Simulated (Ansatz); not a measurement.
# Hf in Ansatz: the effect of functional

The system is Hf.

```xyz
2
Lattice="3.2179 0.0000 0.0000 -1.6089 2.7868 0.0000 0.0000 0.0000 5.0913" Properties=species:S:1:pos:R:3 pbc="T T T"
Hf    1.6089    0.9289    3.8185
Hf    0.0000    1.8578    1.2728
```

The cell isn't the ideal one: volume scaled by 1.02.

Alike in all runs:

| Item | Value |
| --- | --- |
| Program | Ansatz 0.2.0 |
| Task | single point |
| Potentials or basis | Ansatz PAW |
| k mesh | 10 × 10 × 5 |
| Occupations | fermi-dirac, width 0.05 eV |
| Spin | no spin polarisation |

```csv
functional,cutoff,pressure (GPa)
LDA,420 eV (not typed: the program's choice for these potentials),-9.6
r2SCAN,500 eV (not typed: the program's choice for these potentials),?
PBE,420 eV (not typed: the program's choice for these potentials),-1.5
```

Task: What does the run with functional r2SCAN give?

Result: Pressure -2.3 GPa.

Caveats: the PAW data sets come from PBE, with cores solved anew for the run's functional, which leaves a small shift of forces and pressure (some runs).
